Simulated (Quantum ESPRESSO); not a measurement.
# InSe (Pm-3m) in Quantum ESPRESSO: notebook

The runs below take InSe through Wannier functions, with PBE.

Everything below comes from runs of Quantum ESPRESSO 7.5. Logs are shortened: lines on timing, memory, paths and dates and some standing lists are left out, and cuts for length are marked.

## Step 1: The crystal as given

It takes space group Pm-3m (No. 221, cubic). Conventional cell: a = 3.632 Å, b = 3.632 Å, c = 3.632 Å, α = 90.00°, β = 90.00°, γ = 90.00°. Around In (site symmetry m-3m) lie 8 Se at 3.15 Å. Se (site symmetry m-3m) is surrounded by 8 In at 3.15 Å.

The cell was built by a generator and needn't be a form met in nature.

## Step 2: Wannier functions, PBE

pw.in reads:

```
&CONTROL
  calculation = 'scf'
  prefix = 'pwscf'
  outdir = './tmp'
  pseudo_dir = './pseudo'
  tprnfor = .true.
  tstress = .true.
  disk_io = 'low'
/
&SYSTEM
  ibrav = 0
  A = 3.63204
  nat = 2
  ntyp = 2
  ecutwfc = 45
  ecutrho = 360
  nbnd = 16
  occupations = 'smearing'
  smearing = 'fd'
  degauss = 0.00367493
/
&ELECTRONS
  conv_thr = 4d-10
  electron_maxstep = 120
  mixing_beta = 0.5
/
ATOMIC_SPECIES
In   114.8180 in_pbe_v1.4.uspp.F.UPF
Se    78.9710 se_pbe_v1.uspp.F.UPF
CELL_PARAMETERS alat
   1.0000000000    0.0000000000    0.0000000000
   0.0000000000    1.0000000000    0.0000000000
   0.0000000000    0.0000000000    1.0000000000
ATOMIC_POSITIONS alat
In     0.5000000000    0.5000000000    0.5000000000
Se     0.0000000000    0.0000000000    0.0000000000
K_POINTS automatic
7 7 7 0 0 0
```

nscf.in reads:

```
&CONTROL
  calculation = 'nscf'
  prefix = 'pwscf'
  outdir = './tmp'
  pseudo_dir = './pseudo'
  disk_io = 'low'
/
&SYSTEM
  ibrav = 0
  A = 3.63204
  nat = 2
  ntyp = 2
  ecutwfc = 45
  ecutrho = 360
  nbnd = 22
  occupations = 'smearing'
  smearing = 'fd'
  degauss = 0.00367493
  nosym = .true.
  noinv = .true.
/
&ELECTRONS
  conv_thr = 1d-09
  electron_maxstep = 120
  mixing_beta = 0.5
  diago_full_acc = .true.
/
ATOMIC_SPECIES
In   114.8180 in_pbe_v1.4.uspp.F.UPF
Se    78.9710 se_pbe_v1.uspp.F.UPF
CELL_PARAMETERS alat
   1.0000000000    0.0000000000    0.0000000000
   0.0000000000    1.0000000000    0.0000000000
   0.0000000000    0.0000000000    1.0000000000
ATOMIC_POSITIONS alat
In     0.5000000000    0.5000000000    0.5000000000
Se     0.0000000000    0.0000000000    0.0000000000
K_POINTS crystal
64
  0.00000000   0.00000000   0.00000000 1.56250000e-02
  0.00000000   0.00000000   0.25000000 1.56250000e-02
  0.00000000   0.00000000   0.50000000 1.56250000e-02
  0.00000000   0.00000000   0.75000000 1.56250000e-02
  0.00000000   0.25000000   0.00000000 1.56250000e-02
  0.00000000   0.25000000   0.25000000 1.56250000e-02
[... 56 lines left out ...]
  0.75000000   0.75000000   0.50000000 1.56250000e-02
  0.75000000   0.75000000   0.75000000 1.56250000e-02
```

pw2wan.in reads:

```
&INPUTPP
  prefix = 'pwscf'
  outdir = './tmp'
  seedname = 'w'
  write_mmn = .true.
  write_amn = .true.
/
```

bands.in reads:

```
&CONTROL
  calculation = 'bands'
  prefix = 'pwscf'
  outdir = './tmp'
  pseudo_dir = './pseudo'
  disk_io = 'low'
/
&SYSTEM
  ibrav = 0
  A = 3.63204
  nat = 2
  ntyp = 2
  ecutwfc = 45
  ecutrho = 360
  nbnd = 22
  occupations = 'smearing'
  smearing = 'fd'
  degauss = 0.00367493
/
&ELECTRONS
  conv_thr = 1d-08
  electron_maxstep = 120
  mixing_beta = 0.5
  diago_full_acc = .true.
/
ATOMIC_SPECIES
In   114.8180 in_pbe_v1.4.uspp.F.UPF
Se    78.9710 se_pbe_v1.uspp.F.UPF
CELL_PARAMETERS alat
   1.0000000000    0.0000000000    0.0000000000
   0.0000000000    1.0000000000    0.0000000000
   0.0000000000    0.0000000000    1.0000000000
ATOMIC_POSITIONS alat
In     0.5000000000    0.5000000000    0.5000000000
Se     0.0000000000    0.0000000000    0.0000000000
K_POINTS crystal
71
  0.00000000   0.00000000   0.00000000 1
  0.00000000   0.05555600   0.00000000 1
  0.00000000   0.11111100   0.00000000 1
  0.00000000   0.16666700   0.00000000 1
  0.00000000   0.22222200   0.00000000 1
  0.00000000   0.27777800   0.00000000 1
[... 63 lines left out ...]
  0.50000000   0.50000000   0.44444400 1
  0.50000000   0.50000000   0.50000000 1
```

w.win reads:

```
num_wann = 13
num_bands = 22
guiding_centres = true
dis_froz_max = 10.55
dis_num_iter = 600
dis_mix_ratio = 0.5
dis_conv_tol = 1.0d-9
num_iter = 0
conv_tol = 1.0d-8
conv_window = 4
num_print_cycles = 200
fermi_energy = 8.5456
bands_plot = true
write_hr = true
mp_grid = 4 4 4
begin projections
In: s;p;d
Se: s;p
end projections
begin unit_cell_cart
ang
  3.6320400000   0.0000000000   0.0000000000
  0.0000000000   3.6320400000   0.0000000000
  0.0000000000   0.0000000000   3.6320400000
end unit_cell_cart
begin atoms_frac
In   0.5000000000   0.5000000000   0.5000000000
Se   0.0000000000   0.0000000000   0.0000000000
end atoms_frac
begin kpoint_path
G   0.0000000000   0.0000000000   0.0000000000  X   0.0000000000   0.5000000000   0.0000000000
X   0.0000000000   0.5000000000   0.0000000000  M   0.5000000000   0.5000000000   0.0000000000
M   0.5000000000   0.5000000000   0.0000000000  G   0.0000000000   0.0000000000   0.0000000000
G   0.0000000000   0.0000000000   0.0000000000  R   0.5000000000   0.5000000000   0.5000000000
R   0.5000000000   0.5000000000   0.5000000000  X   0.0000000000   0.5000000000   0.0000000000
M   0.5000000000   0.5000000000   0.0000000000  R   0.5000000000   0.5000000000   0.5000000000
end kpoint_path
bands_num_points = 9
begin kpoints
  0.00000000   0.00000000   0.00000000
  0.00000000   0.00000000   0.25000000
  0.00000000   0.00000000   0.50000000
  0.00000000   0.00000000   0.75000000
  0.00000000   0.25000000   0.00000000
  0.00000000   0.25000000   0.25000000
[... 56 lines left out ...]
  0.75000000   0.75000000   0.50000000
  0.75000000   0.75000000   0.75000000
end kpoints
```

Potentials or basis: GBRV 1.5 PBE.

Launch:

```bash
> OMP_NUM_THREADS=1 pw.x -in pw.in > pw.out
> OMP_NUM_THREADS=1 pw.x -in nscf.in > nscf.out
> wannier90.x -pp w
> OMP_NUM_THREADS=1 pw2wannier90.x -in pw2wan.in > pw2wan.out
> wannier90.x w
> OMP_NUM_THREADS=1 pw.x -in bands.in > bands.out
```

pw.out:

```text
This program is part of the open-source Quantum ESPRESSO suite
     for quantum simulation of materials; please cite
[... 9 lines left out ...]
     --------------------
     sticks:   dense  smooth     PW     G-vecs:    dense   smooth      PW
     Sum        1353     673    213                37385    13205    2205

     Using Slab Decomposition

     bravais-lattice index     =            0
     lattice parameter (alat)  =       6.8636  a.u.
     unit-cell volume          =     323.3318 (a.u.)^3
     number of atoms/cell      =            2
     number of atomic types    =            2
     number of electrons       =        19.00
     number of Kohn-Sham states=           16
     kinetic-energy cutoff     =      45.0000  Ry
     charge density cutoff     =     360.0000  Ry
     scf convergence threshold =      4.0E-10
     mixing beta               =       0.5000
     number of iterations used =            8  plain     mixing
     Exchange-correlation= SLA  PW   PBE  PBE
                           (   1   4   3   4   0   0   0)

     celldm(1)=   6.863561  celldm(2)=   0.000000  celldm(3)=   0.000000
     celldm(4)=   0.000000  celldm(5)=   0.000000  celldm(6)=   0.000000

     crystal axes: (cart. coord. in units of alat)
               a(1) = (   1.000000   0.000000   0.000000 )
               a(2) = (   0.000000   1.000000   0.000000 )
               a(3) = (   0.000000   0.000000   1.000000 )

     reciprocal axes: (cart. coord. in units 2 pi/alat)
               b(1) = (  1.000000  0.000000  0.000000 )
               b(2) = (  0.000000  1.000000  0.000000 )
               b(3) = (  0.000000  0.000000  1.000000 )

     PseudoPot. # 1 for In read from file:
     in_pbe_v1.4.uspp.F.UPF
     Pseudo is Ultrasoft + core correction, Zval = 13.0
     Generated by new atomic code, or converted to UPF format
     Using radial grid of  889 points,  6 beta functions with:
                l(1) =   0
                l(2) =   0
                l(3) =   1
                l(4) =   1
                l(5) =   2
                l(6) =   2
     Q(r) pseudized with  6 coefficients,  rinner =    1.400   1.400   1.400
                                                       1.400   1.400

     PseudoPot. # 2 for Se read from file:
     se_pbe_v1.uspp.F.UPF
     Pseudo is Ultrasoft + core correction, Zval =  6.0
     Generated by new atomic code, or converted to UPF format
     Using radial grid of  877 points,  6 beta functions with:
                l(1) =   0
                l(2) =   0
                l(3) =   1
                l(4) =   1
                l(5) =   2
                l(6) =   2
     Q(r) pseudized with  8 coefficients,  rinner =    1.300   1.300   1.300
                                                       1.300   1.300

     atomic species   valence    mass     pseudopotential
     In               13.00   114.81800     In( 1.00)
     Se                6.00    78.97100     Se( 1.00)

     48 Sym. Ops., with inversion, found

   Cartesian axes

     site n.     atom                  positions (alat units)
         1        In     tau(   1) = (   0.5000000   0.5000000   0.5000000  )
         2        Se     tau(   2) = (   0.0000000   0.0000000   0.0000000  )

     number of k points=    20  Fermi-Dirac smearing, width (Ry)=  0.0037
                       cart. coord. in units 2pi/alat
        k(    1) = (   0.0000000   0.0000000   0.0000000), wk =   0.0058309
        k(    2) = (   0.0000000   0.0000000   0.1428571), wk =   0.0349854
        k(    3) = (   0.0000000   0.0000000   0.2857143), wk =   0.0349854
        k(    4) = (   0.0000000   0.0000000   0.4285714), wk =   0.0349854
        k(    5) = (   0.0000000   0.1428571   0.1428571), wk =   0.0699708
        k(    6) = (   0.0000000   0.1428571   0.2857143), wk =   0.1399417
[... 12 lines left out ...]
        k(   19) = (   0.2857143   0.4285714   0.4285714), wk =   0.1399417
        k(   20) = (   0.4285714   0.4285714   0.4285714), wk =   0.0466472

     Dense  grid:    37385 G-vectors     FFT dimensions: (  45,  45,  45)

     Smooth grid:    13205 G-vectors     FFT dimensions: (  30,  30,  30)

     Initial potential from superposition of free atoms

     starting charge      17.4999, renormalised to      19.0000
     Starting wfcs are   13 randomized atomic wfcs +    3 random wfcs

     Self-consistent Calculation

     iteration #  1     ecut=    45.00 Ry     beta= 0.50
     Davidson diagonalization with overlap
     ethr =  1.00E-02,  avg # of iterations =  5.5

     total energy              =    -176.48516283 Ry
     estimated scf accuracy    <       1.85790225 Ry

     iteration #  2     ecut=    45.00 Ry     beta= 0.50
     Davidson diagonalization with overlap
     ethr =  9.78E-03,  avg # of iterations =  2.0

     total energy              =    -177.06374821 Ry
     estimated scf accuracy    <       0.21130168 Ry

     iteration #  3     ecut=    45.00 Ry     beta= 0.50
     Davidson diagonalization with overlap
     ethr =  1.11E-03,  avg # of iterations =  1.9
[... 36 lines left out ...]
     total energy              =    -177.11050088 Ry
     estimated scf accuracy    <          7.7E-09 Ry

     iteration #  9     ecut=    45.00 Ry     beta= 0.50
     Davidson diagonalization with overlap
     ethr =  4.04E-11,  avg # of iterations =  2.8

     total energy              =    -177.11050089 Ry
     estimated scf accuracy    <          2.1E-09 Ry

     iteration # 10     ecut=    45.00 Ry     beta= 0.50
     Davidson diagonalization with overlap
     ethr =  1.09E-11,  avg # of iterations =  2.3

     End of self-consistent calculation

          k = 0.0000 0.0000 0.0000 (  1647 PWs)   bands (ev):

    -5.7981  -5.7981  -5.6239  -5.6239  -5.6239  -4.9323   5.0476   7.1395
     7.1395   7.1395  13.8543  13.8543  16.8606  16.8606  16.8606  22.1598

          k = 0.0000 0.0000 0.1429 (  1663 PWs)   bands (ev):

    -5.7962  -5.7725  -5.6356  -5.6356  -5.6232  -4.7985   4.1914   7.3099
     7.3099   7.5971  14.0241  14.2222  16.1707  16.1707  16.4970  21.4840

          k = 0.0000 0.0000 0.2857 (  1659 PWs)   bands (ev):

    -5.7914  -5.7151  -5.6614  -5.6614  -5.6209  -4.4562   2.7809   7.7498
     7.7498   8.4233  12.9596  14.5120  14.7841  14.7841  18.4663  19.3329

          k = 0.0000 0.0000 0.4286 (  1654 PWs)   bands (ev):

    -5.7876  -5.6819  -5.6819  -5.6694  -5.6188  -4.1224   1.8107   8.1909
     8.1909   9.5177  11.1880  13.7359  13.7359  15.1516  17.8538  21.9408
[... 68 lines left out ...]
    -5.8095  -5.7275  -5.6991  -5.6523  -5.6027  -3.2886   3.5295   5.4315
     6.4643   7.7329  10.3460  11.8286  13.9770  18.9448  19.6646  20.8081

          k = 0.2857 0.4286 0.4286 (  1646 PWs)   bands (ev):

    -5.8207  -5.7271  -5.7232  -5.6264  -5.5731  -3.1077   4.3963   5.0381
     6.5876   6.7006  10.3776  10.8612  12.3681  19.6412  21.5826  21.7697

          k = 0.4286 0.4286 0.4286 (  1643 PWs)   bands (ev):

    -5.7754  -5.7536  -5.7536  -5.5718  -5.5718  -3.0170   5.2696   5.8213
     5.8213   7.0389   9.3187   9.3187  10.4668  22.3997  22.8669  22.8669

     the Fermi energy is     8.5456 ev

!    total energy              =    -177.11050089 Ry
     estimated scf accuracy    <          7.7E-13 Ry
     smearing contrib. (-TS)   =      -0.00046608 Ry
     internal energy E=F+TS    =    -177.11003481 Ry

     The total energy is F=E-TS. E is the sum of the following terms:
     one-electron contribution =     -41.48713566 Ry
     hartree contribution      =      34.79983772 Ry
     xc contribution           =     -67.45169784 Ry
     ewald contribution        =    -102.97103903 Ry

     convergence has been achieved in  10 iterations

     Forces acting on atoms (cartesian axes, Ry/au):

     atom    1 type  1   force =     0.00000000    0.00000000    0.00000000
     atom    2 type  2   force =     0.00000000    0.00000000    0.00000000

     Total force =     0.000000     Total SCF correction =     0.000000

     Computing stress (Cartesian axis) and pressure

          total   stress  (Ry/bohr**3)                   (kbar)     P=       -6.55
  -0.00004453   0.00000000   0.00000000           -6.55        0.00        0.00
   0.00000000  -0.00004453   0.00000000            0.00       -6.55        0.00
   0.00000000   0.00000000  -0.00004453            0.00        0.00       -6.55

=------------------------------------------------------------------------------=
   JOB DONE.
=------------------------------------------------------------------------------=
```

Wall time 2.4 min (1 thread of Arm Neoverse V1, shared host); peak memory 0.16 GiB.

Results:

| Item | Value |
| --- | --- |
| Free energy | -2409.7111 eV |
| Pressure | -0.7 GPa |
| Band gap on the k mesh | none (metal or under the smearing width) |
| Total Wannier spread | 17.69 Å² over 13 functions |
| RMS miss of the Wannier bands | 0.026 eV |

Levels at the corners of the path, in eV from the Fermi level:
```csv
point,band 7,band 8,band 9,band 10,band 11,band 12,band 13,band 14
Γ,-3.50,-1.41,-1.41,-1.41,5.31,5.31,8.31,8.31
X,-6.87,-0.28,-0.28,1.42,2.10,5.04,5.04,6.75
M,-4.49,-4.49,-3.50,0.03,5.62,5.62,7.30,7.43
Γ,-3.50,-1.41,-1.41,-1.41,5.31,5.31,8.31,8.31
R,-2.64,-2.64,-2.64,-1.25,0.37,0.37,0.37,15.27
X,-6.87,-0.28,-0.28,1.42,2.10,5.04,5.04,6.75
M,-4.49,-4.49,-3.50,0.03,5.62,5.62,7.30,7.43
R,-2.64,-2.64,-2.64,-1.25,0.37,0.37,0.37,15.27
```

Wannier functions:
```csv
function,nearest atom,distance (Å),spread (Å²),on-site energy from the reference level (eV)
1,1 In,0.00,2.08,-2.92
2,1 In,0.00,2.48,3.75
3,1 In,0.00,2.44,3.77
4,1 In,0.00,2.48,3.75
5,1 In,0.00,0.49,-14.22
6,1 In,0.00,0.48,-14.24
7,1 In,0.00,0.48,-14.24
8,1 In,0.00,0.49,-14.22
9,1 In,0.00,0.48,-14.24
10,2 Se,0.00,1.04,-11.80
11,2 Se,0.00,1.58,-1.02
12,2 Se,0.00,1.58,-1.02
13,2 Se,0.00,1.58,-1.02
```

Parts of the spread (Å²): invariant 11.31, diagonal 0.000, off-diagonal 6.38, total 17.69. Against the direct bands the interpolation misses by 26 meV (root mean square) and 196 meV at most, for states up to 1 eV over the reference level.

Caveat: spin-orbit coupling is left out, which moves the levels of the heavy elements.

[end of part 1 of 2]
